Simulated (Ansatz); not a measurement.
# Zn (Fm-3m) in Ansatz: settings compared

Aim: see how the results for Zn move with the level of theory and the settings. Levels: PBE, BLYP+D4. Tasks: single point, band structure.

Program: Ansatz 0.2.0. These are calculated values, not measurements. Logs are shortened: lines on timing, memory, paths and dates and some standing lists are left out, and cuts for length are marked.

## 1. The crystal as given

The structure is cubic, space group Fm-3m (No. 225). Conventional cell: a = 3.930 Å, b = 3.930 Å, c = 3.930 Å, α = 90.00°, β = 90.00°, γ = 90.00°. Zn (site symmetry m-3m) is surrounded by 12 Zn at 2.78 Å.

This isn't the form of Zn at room conditions, which is hcp.

## 2. Single point, PBE, 14.26 Å³/atom (volume scaled by 0.94)

The input, input.yaml:

```yaml
crystal:
  lattice:
    - [0.0, 1.9246672763, 1.9246672763]
    - [1.9246672763, 0.0, 1.9246672763]
    - [1.9246672763, 1.9246672763, 0.0]
  atoms:
    - { symbol: Zn, position: [0.0, 0.0, 0.0] }
kpoints:
  mp_grid: { grid: [12, 12, 12] }
scf:
  occupations: { method: fermi_dirac, width: 0.05 }
hamiltonian:
  xc: pbe
  pseudopotentials: { kind: all_electron, lapw: { basis_error: 0.0005 } }
output:
  forces: true
  stress: true
  eigenvalues: true
```

Potentials or basis: all-electron LAPW, scalar-relativistic.

Started as:

```console
> ansatz run input.yaml --threads 1 --pin off --max-ram 2560MiB --backend cpu --events-out ev --progress --plain --runs-dir out
```

Standard output:

```text
Warning: RAYON_NUM_THREADS=1 ignored (pool sized by the plan → 1); use --threads N
LAPW: plane waves up to 8.448 Å⁻¹, error target 5.0e-4 eV per atom; small_component_spin mean_spin; Zn in spheres of 1.361 Å, 20 of its electrons in bands, Dirac shells [] (how accurate: hamiltonian.pseudopotentials.lapw.basis_error, Limitations)
Engine: ansatz 0.2.0, x86_64-unknown-linux-gnu
Pseudopotentials: kind: all_electron
Pseudopotential: Zn, LAPW, valence charge 20, lapw/all_electron/scalar/gaussian/Zn, Koelling and Harmon's equation, gaussian nucleus
Functional definition: PBE
  parameter kappa = 0.804
  parameter beta = 0.06672455060314922
  exchange = pbe_x(kappa = kappa, mu = beta*pi^2/3)
  correlation = pbe_c(beta = beta)
Crystal: 1 atoms, lattice volume = 14.259 Å³
Basis set: ecut = 271.9298389358879 eV, 137 PW (Γ), exchange–correlation at level 2
Bands: 14, of which v1, the nominal top of the filled ones, is band 10 counted from 1 (9 counted from 0)
Symmetry: 48 space group operations
Space group: Fm-3m (ITA 225), of the structure as read, at distance tolerance 2.4e-5 Å
k-points: 72 of 1728
Non-local potential: Zn, projectors of the file, none
Initial density: superposition of atomic densities (chi_scale 0.1, normalization cell)
Initial wavefunctions: plane waves of lowest kinetic energy (no species holds an atomic orbital)
Functional: x = pbe(κ = 0.804, μ = 0.2195149727645171), c = pbe(β = 0.06672455060314922)
iter 1 solved again at ethr=9.81e-5 eV; its pass at ethr=1.00e-1 eV (dr2=1.96e-2 eV) is discarded
SCF iter   1: F=—  HF=-48873.102493 eV  |F-HF|=—  |Δ(HF+E_count)|=         —  Δρ=1.66e-2  dr2=1.97e-2  ethr=9.81e-5  ⟨swp⟩=3.2  Hψ=7100  notcnv=0
preconditioner: auto → none  [insulator: Δε(μ)=0.201 eV  Ē_g=16.925 eV  σ=0.050 eV  W_gap=0.72  n_scr=8 (ndim 8)  ℏωp=34.1 eV  f_vac=0.000  D(μ)=0.27/eV (n_scr^D=0)  ε∞_Penn≈5.1]
iter 2 solved again at ethr=3.00e-6 eV; its pass at ethr=9.81e-5 eV (dr2=5.99e-4 eV) is discarded
SCF iter   2: F=—  HF=-48873.052252 eV  |F-HF|=—  |Δ(HF+E_count)|=   5.02e-2  Δρ=2.94e-3  dr2=6.02e-4  ethr=3.00e-6  ⟨swp⟩=2.0  Hψ=5194  notcnv=0
SCF iter   3: F=—  HF=-48872.980511 eV  |F-HF|=—  |Δ(HF+E_count)|=   7.17e-2  Δρ=4.90e-3  dr2=1.65e-3  ethr=3.00e-6  ⟨swp⟩=3.0  Hψ=3333  notcnv=0
SCF iter   4: F=—  HF=-48872.978669 eV  |F-HF|=—  |Δ(HF+E_count)|=   1.84e-3  Δρ=7.60e-4  dr2=3.83e-5  ethr=3.00e-6  ⟨swp⟩=2.1  Hψ=2848  notcnv=0
SCF iter   5: F=—  HF=-48872.978703 eV  |F-HF|=—  |Δ(HF+E_count)|=   3.36e-5  Δρ=3.75e-5  dr2=1.77e-7  ethr=1.91e-7  ⟨swp⟩=2.0  Hψ=2840  notcnv=0
SCF iter   6: F=—  HF=-48872.978699 eV  |F-HF|=—  |Δ(HF+E_count)|=   4.03e-6  Δρ=3.59e-6  dr2=1.70e-9  ethr=8.86e-10  ⟨swp⟩=2.9  Hψ=3021  notcnv=0
SCF iter   7: F=-48872.978699 eV  HF=-48872.978699 eV  |F-HF|=4.07e-10  |Δ(HF+E_count)|=   4.19e-8  Δρ=1.47e-7  dr2=2.24e-12  ethr=8.48e-12  ⟨swp⟩=3.0  Hψ=3131  notcnv=0
SCF 1 converged in 7 iterations: F = -48872.978699 eV  dr2 = 2.24e-12
SCF converged after 7 iterations
Free energy (F): -48872.978699 eV
Harris-Foulkes:  -48872.978699 eV  (|F-HF|=4.07e-10)
Internal energy: -48872.975939 eV  (E = F + TS)
E sigma→0 (E₀):  -48872.977319 eV
Entropy (-TS):   -0.002760 eV (-2.760 meV/atom)
Fermi energy:    14.974494 eV
--- Per-component energies (eV) ---
  E_band       = -522.030808
  E_kinetic    = 49773.503684
  E_xc         = -1950.521614
  E_electrostatic = -96695.958009  (all electrons and nuclei)
  E_smearing   = -0.002760  (= −TS)
  E_closure    = 0.000000  (closes the sum)
  E_atoms      = -48871.914906  (free atoms, spherical and without spin; not in F)
  Σ components = -48872.978699   (vs F -48872.978699, Δ=0.00e0)
  Basis errors (estimates in eV, not in F): energy 8.9e-5 per atom: plane waves 8.7e-5 (6.2e-5 summed), levels above the bands 5.0e-123, relativity 8.4e-9, radial functions 2.4e-6, core shells 1.6e-13; eigenvalues (radial functions only) 6.2e-6; not estimated: angular momenta, meshes, grids; target (lapw.basis_error) 5.0e-4; muffin-tin radii Zn 1.361 Å
--- Forces (eV/Å), atoms counted from 1 ---
  atom   1  Zn    -0.00000000    -0.00000000     0.00000000
  max |Σ_I F_I| component: 1.13e-32 eV/Å
--- Stress (GPa, compression-positive) ---
        4.720702      -0.000000       0.000000
       -0.000000       4.720702      -0.000000
        0.000000      -0.000000       4.720702
  P = ⅓ Tr σ = 4.7207 GPa (47.207 kbar)
--- Band table (eV; the first three rows and the last of 72) ---
  k-point 0: bands = ["-111.5890", "-65.7285", "-65.7285", "-65.7285", "4.1572", "7.2628", "7.2628", "7.2628", "7.6917", "7.6917", "34.0008", "34.0791", "34.0791", "34.0791"]
  k-point 1: bands = ["-111.5888", "-65.7304", "-65.7288", "-65.7288", "4.3755", "7.2433", "7.2887", "7.2887", "7.6844", "7.6844", "30.7298", "33.4090", "33.4090", "33.9596"]
  k-point 2: bands = ["-111.5883", "-65.7355", "-65.7296", "-65.7296", "5.0045", "7.2188", "7.3402", "7.3402", "7.6853", "7.6853", "26.5632", "32.4452", "32.4452", "33.7603"]
  k-point 71: bands = ["-111.5853", "-65.7476", "-65.7476", "-65.7398", "6.8589", "7.1373", "7.1373", "7.7133", "8.0898", "17.3057", "17.3057", "18.4802", "19.1567", "37.5332"]
```

Wall time 4.4 s (1 thread of Intel Xeon Platinum 8375C at 2.90GHz (Ice Lake), shared host); peak memory 0.31 GiB.

Results:

- Free energy: -48872.9787 eV
- Pressure: 4.7 GPa
- Band gap on the k mesh: none (metal or under the smearing width)

## 3. Single point, PBE, 14.56 Å³/atom (volume scaled by 0.96)

Changes to input.yaml since step 2:

```diff
@@ -2,5 +2,5 @@
   lattice:
-    - [0.0, 1.9246672763, 1.9246672763]
-    - [1.9246672763, 0.0, 1.9246672763]
-    - [1.9246672763, 1.9246672763, 0.0]
+    - [0.0, 1.9382217178, 1.9382217178]
+    - [1.9382217178, 0.0, 1.9382217178]
+    - [1.9382217178, 1.9382217178, 0.0]
   atoms:
```

Potentials or basis: all-electron LAPW, scalar-relativistic.

Started as:

```console
> ansatz run input.yaml --threads 1 --pin off --max-ram 2560MiB --backend cpu --events-out ev --progress --plain --runs-dir out
```

Run time: 5.1 s. Hardware: 1 thread of Intel Xeon Platinum 8375C at 2.90GHz (Ice Lake), shared host; peak memory 0.3 GiB.

Results (log left out):

```yaml
Free_energy: -48872.9859 eV
Pressure: 2.9 GPa
Band_gap_on_the_k_mesh: none (metal or under the smearing width)
```

## 4. Single point, PBE, 14.87 Å³/atom (volume scaled by 0.98)

Changes to input.yaml since step 3:

```diff
@@ -2,5 +2,5 @@
   lattice:
-    - [0.0, 1.9382217178, 1.9382217178]
-    - [1.9382217178, 0.0, 1.9382217178]
-    - [1.9382217178, 1.9382217178, 0.0]
+    - [0.0, 1.9515891866, 1.9515891866]
+    - [1.9515891866, 0.0, 1.9515891866]
+    - [1.9515891866, 1.9515891866, 0.0]
   atoms:
```

Started as:

```console
> ansatz run input.yaml --threads 1 --pin off --max-ram 2560MiB --backend cpu --events-out ev --progress --plain --runs-dir out
```

It took 6.1 s on 1 thread of Intel Xeon Platinum 8375C at 2.90GHz (Ice Lake), shared host; peak memory 0.3 GiB.

The run converged. Its results:

* Free energy: -48872.9898 eV
* Pressure: 1.3 GPa
* Band gap on the k mesh: none (metal or under the smearing width)

## 5. Single point, PBE, 15.17 Å³/atom

Changes to input.yaml since step 4:

```diff
@@ -2,5 +2,5 @@
   lattice:
-    - [0.0, 1.9515891866, 1.9515891866]
-    - [1.9515891866, 0.0, 1.9515891866]
-    - [1.9515891866, 1.9515891866, 0.0]
+    - [0.0, 1.964776, 1.964776]
+    - [1.964776, 0.0, 1.964776]
+    - [1.964776, 1.964776, 0.0]
   atoms:
```

Started as:

```console
> ansatz run input.yaml --threads 1 --pin off --max-ram 2560MiB --backend cpu --events-out ev --progress --plain --runs-dir out
```

Run time: 4.1 s. Hardware: 1 thread of Intel Xeon Platinum 8375C at 2.90GHz (Ice Lake), shared host; peak memory 0.28 GiB.

Results (log left out):

| Item | Value |
| --- | --- |
| Free energy | -48872.9908 eV |
| Pressure | -0.2 GPa |
| Band gap on the k mesh | none (metal or under the smearing width) |

## 6. Single point, PBE, 15.47 Å³/atom (volume scaled by 1.02)

Changes to input.yaml since step 5:

```diff
@@ -2,5 +2,5 @@
   lattice:
-    - [0.0, 1.964776, 1.964776]
-    - [1.964776, 0.0, 1.964776]
-    - [1.964776, 1.964776, 0.0]
+    - [0.0, 1.9777881408, 1.9777881408]
+    - [1.9777881408, 0.0, 1.9777881408]
+    - [1.9777881408, 1.9777881408, 0.0]
   atoms:
```

Potentials or basis: all-electron LAPW, scalar-relativistic.

Started as:

```console
> ansatz run input.yaml --threads 1 --pin off --max-ram 2560MiB --backend cpu --events-out ev --progress --plain --runs-dir out
```

It took 4.3 s on 1 thread of Intel Xeon Platinum 8375C at 2.90GHz (Ice Lake), shared host; peak memory 0.31 GiB.

It converged, with:

| Property | Result |
| --- | --- |
| Free energy | -48872.9893 eV |
| Pressure | -1.4 GPa |
| Band gap on the k mesh | none (metal or under the smearing width) |

## 7. Single point, PBE, 15.78 Å³/atom (volume scaled by 1.04)

Changes to input.yaml since step 6:

```diff
@@ -2,5 +2,5 @@
   lattice:
-    - [0.0, 1.9777881408, 1.9777881408]
-    - [1.9777881408, 0.0, 1.9777881408]
-    - [1.9777881408, 1.9777881408, 0.0]
+    - [0.0, 1.9906312808, 1.9906312808]
+    - [1.9906312808, 0.0, 1.9906312808]
+    - [1.9906312808, 1.9906312808, 0.0]
   atoms:
```

Started as:

```console
> ansatz run input.yaml --threads 1 --pin off --max-ram 2560MiB --backend cpu --events-out ev --progress --plain --runs-dir out
```

Wall time 4.2 s (1 thread of Intel Xeon Platinum 8375C at 2.90GHz (Ice Lake), shared host); peak memory 0.28 GiB.

It converged, with:

```yaml
Free_energy: -48872.9855 eV
Pressure: -2.5 GPa
Band_gap_on_the_k_mesh: none (metal or under the smearing width)
```

## 8. Single point, PBE, 16.08 Å³/atom (volume scaled by 1.06)

Changes to input.yaml since step 7:

```diff
@@ -2,5 +2,5 @@
   lattice:
-    - [0.0, 1.9906312808, 1.9906312808]
-    - [1.9906312808, 0.0, 1.9906312808]
-    - [1.9906312808, 1.9906312808, 0.0]
+    - [0.0, 2.0033108028, 2.0033108028]
+    - [2.0033108028, 0.0, 2.0033108028]
+    - [2.0033108028, 2.0033108028, 0.0]
   atoms:
```

Started as:

```console
> ansatz run input.yaml --threads 1 --pin off --max-ram 2560MiB --backend cpu --events-out ev --progress --plain --runs-dir out
```

Wall time 4.2 s (1 thread of Intel Xeon Platinum 8375C at 2.90GHz (Ice Lake), shared host); peak memory 0.3 GiB.

It converged, with:

| Quantity | Value |
| --- | --- |
| Free energy | -48872.9798 eV |
| Pressure | -3.5 GPa |
| Band gap on the k mesh | none (metal or under the smearing width) |

## 9. Band structure, BLYP+D4, collinear spin, random start

The input, input.yaml:

```yaml
crystal:
  lattice:
    - [0.0, 1.964776, 1.964776]
    - [1.964776, 0.0, 1.964776]
    - [1.964776, 1.964776, 0.0]
  atoms:
    - { symbol: Zn, position: [0.0, 0.0, 0.0], spin: 0.54 }
kpoints:
  mp_grid: { grid: [12, 12, 12] }
  band_path:
    path:
      - [0.0, 0.0, 0.0]
      - [0.5, 0.0, 0.5]
      - [0.5, 0.25, 0.75]
      - [0.375, 0.375, 0.75]
      - [0.0, 0.0, 0.0]
      - [0.5, 0.5, 0.5]
      - [0.625, 0.25, 0.625]
      - [0.5, 0.25, 0.75]
    npoints: 6
scf:
  occupations: { method: fermi_dirac, width: 0.15 }
hamiltonian:
  xc: blyp
  dispersion: d4
  pseudopotentials: { kind: all_electron, lapw: { basis_error: 0.0005 } }
magnetization:
  spin_polarized: true
output:
  forces: true
  stress: true
  eigenvalues: true
```

Potentials or basis: all-electron LAPW, scalar-relativistic.

Started as:

```console
> ansatz run input.yaml --threads 1 --pin off --max-ram 2560MiB --backend cpu --events-out ev --progress --plain --runs-dir out
```

Wall time 43 s (1 thread of AMD EPYC 7R43 (Zen 3), shared host); peak memory 0.36 GiB.

Results (log left out):

```yaml
Free_energy: -48882.9905 eV
Pressure: -0.2 GPa
Band_gap_along_the_path: none (metal or under the smearing width)
Net_moment: 0.00 μB per cell
Absolute_moment: 0.00 μB per cell
```

Levels at the corners of the path, in eV from the Fermi level:
Spin up:
| point | band 7 | band 8 | band 9 | band 10 | band 11 | band 12 | band 13 | band 14 |
| --- | --- | --- | --- | --- | --- | --- | --- | --- |
| Γ | -7.71 | -7.71 | -7.33 | -7.33 | 18.03 | 18.03 | 18.03 | 18.97 |
| X | -7.06 | -6.97 | -6.97 | -0.88 | 1.69 | 8.37 | 8.37 | 12.31 |
| W | -7.79 | -7.30 | -6.97 | 2.35 | 2.35 | 2.87 | 4.29 | 21.58 |
| K | -7.40 | -7.24 | -7.06 | 0.86 | 1.53 | 2.72 | 9.89 | 13.64 |
| Γ | -7.71 | -7.71 | -7.33 | -7.33 | 18.03 | 18.03 | 18.03 | 18.97 |
| L | -7.71 | -7.04 | -7.04 | -2.69 | -1.45 | 14.99 | 14.99 | 17.70 |
| U | -7.40 | -7.24 | -7.06 | 0.86 | 1.53 | 2.72 | 9.89 | 13.64 |
| W | -7.79 | -7.30 | -6.97 | 2.35 | 2.35 | 2.87 | 4.29 | 21.58 |
Spin down:
| point | band 8 | band 9 | band 10 | band 11 | band 12 | band 13 |
| --- | --- | --- | --- | --- | --- | --- |
| Γ | -7.71 | -7.33 | -7.33 | 18.03 | 18.03 | 18.03 |
| X | -6.97 | -6.97 | -0.88 | 1.69 | 8.37 | 8.37 |
| W | -7.30 | -6.97 | 2.35 | 2.35 | 2.87 | 4.29 |
| K | -7.24 | -7.06 | 0.86 | 1.53 | 2.72 | 9.89 |
| Γ | -7.71 | -7.33 | -7.33 | 18.03 | 18.03 | 18.03 |
| L | -7.04 | -7.04 | -2.69 | -1.45 | 14.99 | 14.99 |
| U | -7.24 | -7.06 | 0.86 | 1.53 | 2.72 | 9.89 |
| W | -7.30 | -6.97 | 2.35 | 2.35 | 2.87 | 4.29 |

Caveat: pairwise dispersion overbinds metals, which lowers pressure and volume; the starting moments weren't kept.

## 10. The reference run

An earlier run on the cell as given: functional PBE; potentials or basis all-electron LAPW, scalar-relativistic; cutoff 240 eV (chosen from the basis error); basis error allowed 0.001 eV/atom; k mesh 12 × 12 × 12; occupations fermi-dirac, width 0.05 eV; no spin polarisation.

- Pressure: -0.2 GPa
- Band gap on the k mesh: none (metal or under the smearing width)
